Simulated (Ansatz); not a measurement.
# Nb2COS MXene bilayer (AA) in a perpendicular field

Aim: how the Nb2COS MXene bilayer (AA) screens a field along its normal, and what the field does to its bands. A positive field points along +c.

Method: plane-wave DFT, LDA, Ansatz PAW, in Ansatz 0.2.0.

## 1. The starting structure

The cell holds 10 atoms: 2 S, 4 Nb, 2 C and 2 O. Its edges and angles: a = 3.151 Å, b = 3.151 Å, c = 31.667 Å, α = 90.0°, β = 90.0°, γ = 120.0°. Regions: layer 1: Nb2COS MXene, 5 atoms (1 S, 2 Nb, 1 C and 1 O); layer 2: Nb2COS MXene, 5 atoms (1 S, 2 Nb, 1 C and 1 O). Vacuum lies along c.

## 2. Relaxation

The starting cell is a guess, so the in-plane lattice and the atoms are relaxed first, with the slab cut off from its images along the normal. The program lengthens the vector along the normal by itself, so c and the volume that it reports differ from the typed ones.

input.yaml reads:

```yaml
crystal:
  lattice:
    - [3.150576, 0.0, 0.0]
    - [-1.575288, 2.7284788526, 0.0]
    - [0.0, 0.0, 31.6673905173]
  atoms:
    - { symbol: S, position: [0.3333333333, 0.6666666667, 0.2842040299] }
    - { symbol: Nb, position: [0.6666666667, 0.3333333333, 0.3395512668] }
    - { symbol: C, position: [0.0, 0.0, 0.3788072122] }
    - { symbol: Nb, position: [0.3333333333, 0.6666666667, 0.4180631575] }
    - { symbol: O, position: [0.6666666667, 0.3333333333, 0.4534221173] }
    - { symbol: S, position: [0.3333333333, 0.6666666667, 0.5465778827] }
    - { symbol: Nb, position: [0.6666666667, 0.3333333333, 0.6019251196] }
    - { symbol: C, position: [0.0, 0.0, 0.641181065] }
    - { symbol: Nb, position: [0.3333333333, 0.6666666667, 0.6804370103] }
    - { symbol: O, position: [0.6666666667, 0.3333333333, 0.7157959701] }
  periodic: [true, true, false]
kpoints:
  mp_grid: { grid: [12, 12, 1] }
hamiltonian:
  xc: lda
scf:
  occupations: { method: fermi_dirac, width: 0.05 }
  convergence: { dr2_threshold: 1.0e-09 }
relax:
  f_tol: 0.004
  max_steps: 90
  cell: {}
output:
  write_potential: true
  write_density: true
  volumetric_format: npy
```

Launch:

```sh
$ ansatz run input.yaml --threads 4 --pin off --max-ram 6144MiB --backend cpu --events-out ev --progress --plain --runs-dir out
```

Numbers of over 12 decimals in the logs are rounded to 6 here.

Output:

```text
Warning: crystal.periodic: the lattice vector that does not repeat stood 0.000° off the slab's normal, 31.667 Å along it as the deck builds it. The run solves the slab on a vector along the normal, 51.135 Å long, with every atom where it was (on the deck's vector they left 18.00 Å outside them, and the widest stretch free of ions among them is 2.95 Å). A fractional position that the run reports is one of the run's ce [...]
Warning: relax.cell: scf.convergence.dr2_threshold = 1e-9 eV is looser than the 1.78525084173e-10 eV advised for a relaxation that steers and ends on the stress (1e-10 eV for each atom of the cell: 10, times the square of relax.cell.stress_2d_tol = 0.05 N/m over 23.7 Å (the atoms' height at the walk's start and 5 Å past either face), 2.113e-2 GPa, over a crystal's default 0.05). What an SCF threshold leaves in a stress goes as its square root, and in the free energy as the threshold itself, and one threshold admits the most on a small cell: [figures from the program's tests cut] Set scf.convergence.dr2_threshold to 1.78525084173e-10 eV or tighter. [rest of the remark cut]
crystal.periodic: the lattice vector that does not repeat stood 0.000° off the slab's normal, 31.667 Å along it as the deck builds it. The run solves the slab on a vector along the normal, 51.135 Å long, with every atom where it was (on the deck's vector they left 18.00 Å outside them, and the widest stretch free of ions among them is 2.95 Å). A fractional position that the run reports is one of the run's cell, which [...]
Engine: ansatz 0.2.0, aarch64-unknown-linux-gnu
Pseudopotentials: kind: paw
Pseudopotential: S, paw, valence charge 6, recommended cutoff 420 eV (normal), S.paw.azcp
Pseudopotential: Nb, paw, valence charge 13, recommended cutoff 420 eV (normal), Nb.paw.azcp
Pseudopotential: C, paw, valence charge 4, recommended cutoff 420 eV (normal), C.paw.azcp
Pseudopotential: O, paw, valence charge 6, recommended cutoff 420 eV (normal), O.paw.azcp
Functional definition: SPW92
  exchange = slater_x
  correlation = pw_c
Crystal: 10 atoms, lattice volume = 439.569 Å³
Basis set: ecut = 420 eV, 8523 PW (Γ)
Bands: 52, of which v1, the nominal top of the filled ones, is band 42 counted from 1 (41 counted from 0)
Symmetry: 6 space group operations
Space group: P3m1 (ITA 156), of the structure as read, at distance tolerance 7.6e-5 Å
k-points: 19 of 144 (time reversal used)
Non-local potential: S, projectors of the file, l = 0: 2, l = 1: 2, l = 2: 2
Non-local potential: Nb, projectors of the file, l = 0: 3, l = 1: 2, l = 2: 2, l = 3: 1
Non-local potential: C, projectors of the file, l = 0: 2, l = 1: 2, l = 2: 1
Non-local potential: O, projectors of the file, l = 0: 2, l = 1: 2, l = 2: 1
PAW form: soft (Blöchl's): semilocal exchange-correlation on the pseudo side does not see the compensation charge
PAW frozen core: S, regenerated for the run's functional, and the local potential with it (the file was generated under x = pbe(κ = 0.804, μ = 0.219515), c = pbe(β = 0.066725))
PAW frozen core: Nb, regenerated for the run's functional, and the local potential with it (the file was generated under x = pbe(κ = 0.804, μ = 0.219515), c = pbe(β = 0.066725))
PAW frozen core: C, regenerated for the run's functional, and the local potential with it (the file was generated under x = pbe(κ = 0.804, μ = 0.219515), c = pbe(β = 0.066725))
PAW frozen core: O, regenerated for the run's functional, and the local potential with it (the file was generated under x = pbe(κ = 0.804, μ = 0.219515), c = pbe(β = 0.066725))
PAW one-centre angular grid: S, 110 points (default); XC on 64 Gauss nodes
PAW one-centre angular grid: Nb, 590 points (default); XC on 64 Gauss nodes
PAW one-centre angular grid: C, 110 points (default); XC on 64 Gauss nodes
PAW one-centre angular grid: O, 110 points (default); XC on 64 Gauss nodes
Initial density: superposition of atomic densities (neutral atoms: chi_scale 0, normalization atom), corrected by the library's trained network
Initial wavefunctions: pseudopotential atomic-orbital guess
Functional: x = slater, c = lda
SCF iter   1: F=—  HF=-21113.988331 eV  |F-HF|=—  |Δ(HF+E_count)|=         —  Δρ=8.03e-3  dr2=2.20e1  ethr=1.77e-3  ⟨swp⟩=11.6  Hψ=6278  notcnv=0  defer=6
preconditioner: auto → LDOS  [metal: Δε(μ)=0.059 eV  Ē_g=8.026 eV  σ=0.050 eV  W_gap=0.29  n_scr=32 (ndim 8)  ℏωp=12.8 eV  f_vac=0.672  D(μ)=3.88/eV (n_scr^D=20)  β→1.0]
SCF iter   2: F=—  HF=-21113.774097 eV  |F-HF|=—  |Δ(HF+E_count)|=   2.14e-1  Δρ=3.00e-3  dr2=2.84e0  ethr=1.77e-3  ⟨swp⟩=2.1  Hψ=1243  notcnv=0  defer=19
SCF iter   3: F=—  HF=-21113.757981 eV  |F-HF|=—  |Δ(HF+E_count)|=   1.61e-2  Δρ=1.75e-3  dr2=5.14e-1  ethr=1.77e-3  ⟨swp⟩=1.9  Hψ=1281  notcnv=0  defer=19
SCF iter   4: F=—  HF=-21113.751914 eV  |F-HF|=—  |Δ(HF+E_count)|=   6.07e-3  Δρ=6.58e-4  dr2=6.25e-2  ethr=6.12e-4  ⟨swp⟩=1.9  Hψ=1218  notcnv=0  defer=28
SCF iter   5: F=—  HF=-21113.751213 eV  |F-HF|=—  |Δ(HF+E_count)|=   7.02e-4  Δρ=1.62e-4  dr2=1.60e-3  ethr=7.43e-5  ⟨swp⟩=2.7  Hψ=1592  notcnv=0  defer=33
SCF iter   6: F=—  HF=-21113.751533 eV  |F-HF|=—  |Δ(HF+E_count)|=   3.21e-4  Δρ=8.54e-5  dr2=3.79e-4  ethr=1.91e-6  ⟨swp⟩=3.2  Hψ=2267  notcnv=0  defer=31
SCF iter   7: F=—  HF=-21113.751520 eV  |F-HF|=—  |Δ(HF+E_count)|=   1.33e-5  Δρ=2.01e-5  dr2=2.83e-5  ethr=4.51e-7  ⟨swp⟩=1.8  Hψ=1341  notcnv=0  defer=31
SCF iter   8: F=—  HF=-21113.751526 eV  |F-HF|=—  |Δ(HF+E_count)|=   6.30e-6  Δρ=2.03e-5  dr2=3.57e-6  ethr=3.37e-8  ⟨swp⟩=3.1  Hψ=1917  notcnv=0  defer=31
SCF iter   9: F=—  HF=-21113.751267 eV  |F-HF|=—  |Δ(HF+E_count)|=   2.60e-4  Δρ=8.11e-6  dr2=6.41e-7  ethr=4.25e-9  ⟨swp⟩=3.3  Hψ=2053  notcnv=0  defer=30
SCF iter  10: F=—  HF=-21113.751267 eV  |F-HF|=—  |Δ(HF+E_count)|=   7.93e-8  Δρ=3.98e-6  dr2=1.25e-7  ethr=7.63e-10  ⟨swp⟩=3.1  Hψ=1857  notcnv=0  defer=30
SCF iter  11: F=—  HF=-21113.751267 eV  |F-HF|=—  |Δ(HF+E_count)|=   1.88e-8  Δρ=8.98e-7  dr2=9.02e-9  ethr=1.48e-10  ⟨swp⟩=3.5  Hψ=1999  notcnv=0  defer=30
SCF iter  12: F=-21113.751267 eV  HF=-21113.751267 eV  |F-HF|=5.09e-11  |Δ(HF+E_count)|=   1.70e-9  Δρ=1.75e-7  dr2=1.07e-10  ethr=1.19e-12  ⟨swp⟩=11.2  Hψ=9865  notcnv=0
SCF 1 converged in 12 iterations: F = -21113.751267 eV  dr2 = 1.07e-10
  greatest PAW one-centre occupation: 0.997 electrons in one spin orbital (limit 2), on the Nb atom at site 8 (counted from 0), in its partial waves of l = 0
[...]
SCF iter   9: F=—  HF=-21114.084952 eV  |F-HF|=—  |Δ(HF+E_count)|=   1.67e-8  Δρ=7.30e-7  dr2=6.09e-9  ethr=9.03e-11  ⟨swp⟩=3.2  Hψ=2033  notcnv=0
SCF iter  10: F=-21114.084952 eV  HF=-21114.084952 eV  |F-HF|=1.75e-10  |Δ(HF+E_count)|=  4.44e-10  Δρ=2.10e-7  dr2=2.95e-10  ethr=1.19e-12  ⟨swp⟩=14.3  Hψ=9417  notcnv=0
SCF 3 converged in 10 iterations: F = -21114.084952 eV  dr2 = 2.95e-10
relax step   3: F+E_penalty+E_count = -21114.08495185 eV  Δ(F+E_penalty+E_count) = -8.754e-2 eV  max|allowed force component| = 7.661e-2 eV/Å  Δτ_max = 0.1858 Å  P = +1.443 N/m  Ω = 436.212 Å³  energy of the carried Pulay correction = +2.184e-3 eV  fix = [c, alpha, beta]  reactions: c +0.000 N/m  (10 SCF iters, accepted)
[...]
relax step   4: F+E_penalty+E_count = -21114.09412622 eV  Δ(F+E_penalty+E_count) = -9.174e-3 eV  max|allowed force component| = 1.013e-1 eV/Å  Δτ_max = 0.1180 Å  P = +0.314 N/m  Ω = 437.763 Å³  energy of the carried Pulay correction = +1.173e-3 eV  fix = [c, alpha, beta]  reactions: c +0.000 N/m  (10 SCF iters, accepted)
[...]
relax step   5: F+E_penalty+E_count = -21114.09520989 eV  Δ(F+E_penalty+E_count) = -1.084e-3 eV  max|allowed force component| = 1.569e-2 eV/Å  Δτ_max = 0.0105 Å  P = +0.105 N/m  Ω = 438.775 Å³  energy of the carried Pulay correction = +5.149e-4 eV  fix = [c, alpha, beta]  reactions: c +0.000 N/m  (8 SCF iters, accepted)
[...]
relax step   6: F+E_penalty+E_count = -21114.09511294 eV  Δ(F+E_penalty+E_count) = +9.695e-5 eV  max|allowed force component| = 1.401e-2 eV/Å  Δτ_max = 0.0040 Å  P = -0.020 N/m  Ω = 439.002 Å³  energy of the carried Pulay correction = +3.676e-4 eV  fix = [c, alpha, beta]  reactions: c -0.000 N/m  (7 SCF iters, accepted)
[...]
relax step   7: F+E_penalty+E_count = -21114.09514346 eV  Δ(F+E_penalty+E_count) = -3.052e-5 eV  max|allowed force component| = 1.025e-3 eV/Å  Δτ_max = 0.0031 Å  P = -0.001 N/m  Ω = 438.985 Å³  energy of the carried Pulay correction = +3.790e-4 eV  fix = [c, alpha, beta]  reactions: c -0.000 N/m  (7 SCF iters, accepted)
Initial wavefunctions: pseudopotential atomic-orbital guess (no wavefunctions were taken with the density)
iter 1 solved again at ethr=1.18e-7 eV; its pass at ethr=3.10e-3 eV (dr2=9.92e-5 eV) is discarded
SCF iter   1: F=—  HF=-21114.094982 eV  |F-HF|=—  |Δ(HF+E_count)|=         —  Δρ=5.38e-6  dr2=2.63e-8  ethr=1.18e-7  ⟨swp⟩=7.6  Hψ=12312  notcnv=0
eigensolver tolerance schedule: the retry pair's looser diagonalisation over-reported the residual by 3771.41 of it (diagonalisation noise at 0.17 of the residual, at the tolerance the schedule requests for it); recorded, not acted on — ethr = c·dr2/N_el stays at c = 1.0e-1
SCF iter   2: F=—  HF=-21114.094721 eV  |F-HF|=—  |Δ(HF+E_count)|=   2.61e-4  Δρ=2.82e-6  dr2=2.71e-8  ethr=3.13e-11  ⟨swp⟩=6.1  Hψ=4318  notcnv=0
SCF iter   3: F=—  HF=-21114.094721 eV  |F-HF|=—  |Δ(HF+E_count)|=   5.75e-9  Δρ=5.65e-7  dr2=1.03e-9  ethr=3.13e-11  ⟨swp⟩=2.5  Hψ=1680  notcnv=0
SCF iter   4: F=-21114.094721 eV  HF=-21114.094721 eV  |F-HF|=4.04e-10  |Δ(HF+E_count)|=  1.53e-10  Δρ=1.73e-7  dr2=1.94e-10  ethr=1.19e-12  ⟨swp⟩=19.0  Hψ=9731  notcnv=0
SCF 8 converged in 4 iterations: F = -21114.094721 eV  dr2 = 1.94e-10
relax step   8: F+E_penalty+E_count = -21114.09472088 eV  Δ(F+E_penalty+E_count) = +4.226e-4 eV  max|allowed force component| = 1.015e-3 eV/Å  Δτ_max = 0.0000 Å  P = -0.017 N/m  Ω = 438.985 Å³  fix = [c, alpha, beta]  reactions: c -0.000 N/m  stress off target by 1.73e-2 N/m on what of the cell is left free  SCF on the basis re-selected at this cell (its energy is not comparable with the rows above)  (4 SCF iters)
basis re-selected at this cell: Δ(F+E_penalty+E_count) = +4.226e-4 eV, ΔP = -0.016 N/m vs the last step (what re-selecting the basis moved, of the pressure what is left beyond the Pulay correction that the steps carried, after the strain that the cell walked since its last selection, with what the two solves' SCF thresholds leave and, on support functions, any second-order correction that the steps lacked; it is no m [...]
WARN: The output density's exchange-correlation potential varies sharply where the density is thin. Do not read a vacuum level from v_tot or v_xc, or from such a field of the output density. On a cell that repeats whose density bears no net charge and no dipole along the vacuum's axis use v_es (v_loc + v_h of the components); under efield.dipole_correction with no amplitude use v_es + v_field, which holds any externa [...]
SCF converged after 4 iterations
Free energy (F): -21114.094721 eV
Harris-Foulkes:  -21114.094721 eV  (|F-HF|=4.04e-10)
Internal energy: -21114.064255 eV  (E = F + TS)
E sigma→0 (E₀):  -21114.079488 eV
Entropy (-TS):   -0.030466 eV (-3.047 meV/atom)
Fermi energy:    -5.732573 eV
--- Per-component energies (eV) ---
  E_band       = -2024.013418
  E_kinetic    = 2331.165150
  E_local      = -589975.993813  (includes V_loc(G=0)·N_el)
  E_nonlocal   = 701.873708
  E_hartree    = 293398.212414
  E_xc         = -1137.420152
  E_vxc        = -1339.854405  (∫ρ·V_xc dr)
  E_paw        = -13471.530464  (= ΣΔE_a)
  E_vpaw       = -537.630720  (= ΣTr[D̂ρ^β])
  E_aug_tail   = 0.005014  (compensation charges beyond the density's cutoff)
  E_ewald      = 287037.295208
  E_core_change = 2.328680  (= ΣΔE_core)
  E_smearing   = -0.030466  (= −TS)
  E_closure    = 0.000000  (closes the sum)
  Σ components = -21114.094721   (vs F -21114.094721, Δ=0.00e0)
--- Forces (eV/Å), atoms counted from 1 ---
  atom   1  S      0.00000000     0.00000000     0.00069924
  atom   2  Nb     0.00000000    -0.00000000     0.00029125
  atom   3  C      0.00000000     0.00000000    -0.00047980
  atom   4  Nb     0.00000000    -0.00000000     0.00085359
  atom   5  O      0.00000000    -0.00000000    -0.00001455
  atom   6  S     -0.00000000     0.00000000     0.00034415
  atom   7  Nb     0.00000000    -0.00000000    -0.00104274
  atom   8  C      0.00000000     0.00000000    -0.00046898
  atom   9  Nb     0.00000000    -0.00000000     0.00039931
  atom  10  O      0.00000000    -0.00000000    -0.00085642
  max |Σ_I F_I| component: 2.75e-4 eV/Å
--- 2D stress c σ (N/m, compression-positive) ---
       -0.017300      -0.000000      -0.000000
       -0.000000      -0.017300      -0.000000
       -0.000000      -0.000000      -0.000000
  P = ½ c Tr σ = -0.0173 N/m
--- Band table (eV; the first three rows and the last of 19) ---
  k-point 0: bands = [... 38 lower, -6.5240, -6.5240, -6.1195, -6.1195, -6.1011, -6.1011, -5.9610, -5.7820, ... 6 higher]
  k-point 1: bands = [... 38 lower, -6.9704, -6.9445, -6.3132, -6.2666, -5.6893, -5.6469, -5.4356, -5.3055, ... 6 higher]
  k-point 2: bands = [... 38 lower, -7.3081, -7.2892, -6.8033, -6.6878, -5.3469, -5.3008, -4.9417, -4.7732, ... 6 higher]
  k-point 18: bands = [... 38 lower, -9.0623, -9.0092, -5.2556, -5.2146, -5.1252, -4.9048, -4.2887, -4.2590, ... 6 higher]
  the weakly bound empty levels are not read free of the cell's end (no_gap_told)
--- Relaxed structure (7 steps of the walk, 7 accepted, 1 SCFs on fresh bases) ---
  F+E_penalty+E_count = -21114.09472088 eV   max|allowed force component| = 1.015e-3 eV/Å   (the final SCF, on the basis selected at the relaxed cell)
  cell:  # Å, volume = 438.9846 Å³
    - [3.148481, 0, 0]
    - [-1.574241, 2.726665, 0]
    - [0, 0, 51.134781]
  atoms:
    - { symbol: S, position: [0.333333, 0.666667, 0.183355] }
    - { symbol: Nb, position: [0.666667, 0.333333, 0.215708] }
    - { symbol: C, position: [8.890809515925293e-18, 0, 0.239527] }
    - { symbol: Nb, position: [0.333333, 0.666667, 0.263478] }
    - { symbol: O, position: [0.666667, 0.333333, 0.283333] }
    - { symbol: S, position: [0.333333, 0.666667, 0.335920] }
    - { symbol: Nb, position: [0.666667, 0.333333, 0.368263] }
    - { symbol: C, position: [-9.002011179297773e-18, 0, 0.392083] }
    - { symbol: Nb, position: [0.333333, 0.666667, 0.416020] }
    - { symbol: O, position: [0.666667, 0.333333, 0.435914] }
```

Elapsed: 3.5 min, on 4 threads of Arm Neoverse N1, shared host; peak memory 0.97 GiB.

Relaxation path:

```csv
step,energy less that of the first step (eV),largest force component (eV/Å),volume (Å³)
1,0.0000,1.5731,439.57
2,-0.2461,0.7666,441.60
3,-0.3337,0.0766,436.21
4,-0.3429,0.1013,437.76
5,-0.3439,0.0157,438.78
6,-0.3438,0.0140,439.00
7,-0.3439,0.0010,438.98
8*,-0.3435,0.0010,438.98
```

Relaxation steps marked * repeat the geometry before them on a plane-wave basis chosen anew for their cell, so energy and pressure can jump there.

Forces are held to the 6 operations that the run works with; a distortion that breaks them can't arise in this run.

| cell as run | before | after | change |
| --- | --- | --- | --- |
| a (Å) | 3.151 | 3.148 | -0.1 % |
| b (Å) | 3.151 | 3.148 | -0.1 % |

The atoms that moved most (Å, along periodic axes as changes of fractional coordinates times the final cell, across vacuum about the mean position):

```
atom     dx     dy      dz  length
 O10  0.000  0.000  -0.377   0.377
  S1  0.000  0.000   0.376   0.376
 Nb2  0.000  0.000   0.277   0.277
 Nb9  0.000  0.000  -0.275   0.275
  C8  0.000  0.000  -0.255   0.255
  C3  0.000  0.000   0.252   0.252
 Nb4  0.000  0.000   0.234   0.234
 Nb7  0.000  0.000  -0.230   0.230
```

The relaxed structure:

```cif
data_structure
_symmetry_space_group_name_H-M 'P 1'
_symmetry_Int_Tables_number 1
_cell_length_a 3.1485
_cell_length_b 3.1485
_cell_length_c 51.1348
_cell_angle_alpha 90.000
_cell_angle_beta 90.000
_cell_angle_gamma 120.000
_cell_volume 438.98
loop_
_atom_site_label
_atom_site_type_symbol
_atom_site_fract_x
_atom_site_fract_y
_atom_site_fract_z
_atom_site_occupancy
S1 S 0.33333 0.66667 0.18335 1
Nb2 Nb 0.66667 0.33333 0.21571 1
C3 C 0.00000 0.00000 0.23953 1
Nb4 Nb 0.33333 0.66667 0.26348 1
O5 O 0.66667 0.33333 0.28333 1
S6 S 0.33333 0.66667 0.33592 1
Nb7 Nb 0.66667 0.33333 0.36826 1
C8 C 0.00000 0.00000 0.39208 1
Nb9 Nb 0.33333 0.66667 0.41602 1
O10 O 0.66667 0.33333 0.43591 1
```

This step gave:

```yaml
energy_at_zero_smearing: -21114.0795 eV
```

The lattice constant a goes from 3.151 to 3.148 Å.

[end of part 1 of 4]

[Logs are printed without paths, hosts, clocks, repeated set-up lines and the standing remarks that a program may print on its own settings, such as how far it seeks lower states.]

[Hosts, paths, dates, database ids (printed as entryN), source tags and the programs' standing remarks are cut or masked in the printed files.]

[Maps of the electrostatic potential energy from Ansatz leave out the sawtooth potential of an applied field or a dipole correction, so their vacuum need not be flat; planar profiles and work functions include it.]
